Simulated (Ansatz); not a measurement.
# BiTe: the cost of one run

Method: DFT PBE, scalar-relativistic, plane waves, PAW, in Ansatz 0.2.0.

1 further run of the same task is left out (set aside as unsound or not needed).

### 1 The system as given

It takes space group Fm-3m (No. 225, cubic). The conventional cell has a = 6.502 Å, b = 6.502 Å, c = 6.502 Å, α = 90.00°, β = 90.00°, γ = 90.00°. Around Bi (site symmetry m-3m) lie 6 Te at 3.25 Å. Te (site symmetry m-3m) is surrounded by 6 Bi at 3.25 Å.

Coordinates:

```cif
data_structure
_symmetry_space_group_name_H-M 'P 1'
_symmetry_Int_Tables_number 1
_cell_length_a 4.5979
_cell_length_b 4.5979
_cell_length_c 4.5979
_cell_angle_alpha 60.000
_cell_angle_beta 60.000
_cell_angle_gamma 60.000
_cell_volume 68.73
loop_
_atom_site_label
_atom_site_type_symbol
_atom_site_fract_x
_atom_site_fract_y
_atom_site_fract_z
_atom_site_occupancy
Bi1 Bi 0.00000 0.00000 0.00000 1
Te1 Te 0.50000 0.50000 0.50000 1
```

This cell was relaxed beforehand with the same method: volume 34.37 Å³/atom, gap on the mesh none (metal).

### 2 Cutting the slab

Miller indices refer to the conventional cell of the relaxed bulk, Fm-3m (No. 225): a = 6.502 Å, b = 6.502 Å, c = 6.502 Å, α = 90.00°, β = 90.00°, γ = 90.00°.

A (110) slab, 6.9 Å thick as cut, with 17 Å of vacuum; its outer planes are BiTe (top) and BiTe (bottom).

The slab as cut. Layers, bottom to top:

| plane | atoms per cell | height over the lowest (Å) |
| --- | --- | --- |
| 1 | BiTe | 0.00 |
| 2 | BiTe | 2.30 |
| 3 | BiTe | 4.60 |
| 4 | BiTe | 6.90 |

### 3 The clean surface, relaxed

input.yaml reads:

```yaml
crystal:
  lattice:
    - [4.5978828774, 0.0, 0.0]
    - [0.0, 6.5023883234, 0.0]
    - [0.0, 0.0, 23.8968243161]
  atoms:
    - { symbol: Bi, position: [0.5, 0.5, 0.3556957982] }
    - { symbol: Te, position: [0.5, 0.0, 0.3556957982] }
    - { symbol: Bi, position: [0.0, 0.0, 0.4518985994] }
    - { symbol: Te, position: [0.0, 0.5, 0.4518985994] }
    - { symbol: Bi, position: [0.5, 0.5, 0.5481014006] }
    - { symbol: Te, position: [0.5, 0.0, 0.5481014006] }
    - { symbol: Bi, position: [0.0, 0.0, 0.6443042018] }
    - { symbol: Te, position: [0.0, 0.5, 0.6443042018] }
basis:
  ecutwfc: 420
kpoints:
  mp_grid: { grid: [6, 5, 1] }
hamiltonian:
  xc: pbe
scf:
  occupations: { method: gaussian, width: 0.1 }
output:
  forces: true
  eigenvalues: true
  write_density: true
  write_potential: true
  elf: true
  volumetric_format: npy
relax:
  adjacent_minimum: "off"
  f_tol: 0.03
  max_steps: 70
  constraints: [{ sites: [0, 1, 2, 3] }]
efield:
  axis: 3
  dipole_correction: true
  ramp_width: 0.04
```

Launch:

```
ansatz run input.yaml --threads 2 --pin off --max-ram 5120MiB --backend cpu --events-out ev --progress --plain --runs-dir out
```

Q: Estimate wall time and peak memory on 2 threads of Arm Neoverse V2, shared host.

About 2.2 min, with a peak of 1.3 GiB.
